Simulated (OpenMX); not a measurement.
# Pt in OpenMX: the effect of volume scale

The system is Pt.

```
Pt
1.0
     2.64550    0.00000    0.00000
    -1.32275    2.29107    0.00000
     0.00000    0.00000    4.59223
Pt
2
Direct
  0.33333 0.66667 0.25000
  0.66667 0.33333 0.75000
```

This isn't the form of Pt at room conditions, which is fcc.

Alike in all runs:

```yaml
Program: OpenMX 3.8.5
Task: single point
Functional: PBE
Potentials_or_basis: OpenMX 2013 PBE set, Pt7.0-s3p2d2f1, grid cutoff 400 Ry
k_mesh: 9 × 9 × 5
Occupations: fermi-dirac, width 0.05 eV
Spin: no spin polarisation
```

```csv
volume scale,pressure (GPa)
0.88,45.6
0.92,26.5
0.96,12.0
1,0.2
1.04,-8.5
1.08,?
```

Problem. What does the run with volume scale 1.08 give?

Solution. Pressure -15.4 GPa.

Worked out: A parabola through the other rows of the pressure, of slope -84.5 GPa per unit of volume scale there, extrapolates to -13.4 GPa, against the run's -15.4.

Caveats: the basis of atomic orbitals isn't converged, which shifts pressures, moduli and gaps.
